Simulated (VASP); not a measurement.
Here is a VASP 6.6.1 calculation.

INCAR

```
ALGO = Normal
EDIFF = 1E-6
ENCUT = 520
GGA = PE
ISIF = 2
ISMEAR = 0
ISPIN = 2
LASPH = True
LCHARG = False
LMAXMIX = 4
LORBIT = 11
LREAL = False
LWAVE = False
MAGMOM = 1
NBANDS = 15
NELM = 120
PREC = Accurate
SIGMA = 0.014
```

Contents of KPOINTS:

```
k-points
0
Gamma
  13 13 13
```

Contents of POSCAR:

```
Ni
1.0
    0.0000000000      1.7375729330      1.7375729330
    1.7375729330      0.0000000000      1.7375729330
    1.7375729330      1.7375729330      0.0000000000
Ni
1
Direct
    0.0000000000      0.0000000000      0.0000000000
```

Potentials or basis: VASP PAW PBE potentials, release 64 (Ni).

Run with:

```sh
$ cat potpaw_PBE.64/Ni/POTCAR > POTCAR
$ mpirun -np 1 vasp_std > vasp.out
```

Question: What does it give for the site moments?

Answer: Ni +0.63 μB.

Question: Estimate the pressure.

Answer: 7.8 GPa.

Question: Predict the band gap on the k mesh.

Answer: None (metal or under the smearing width).
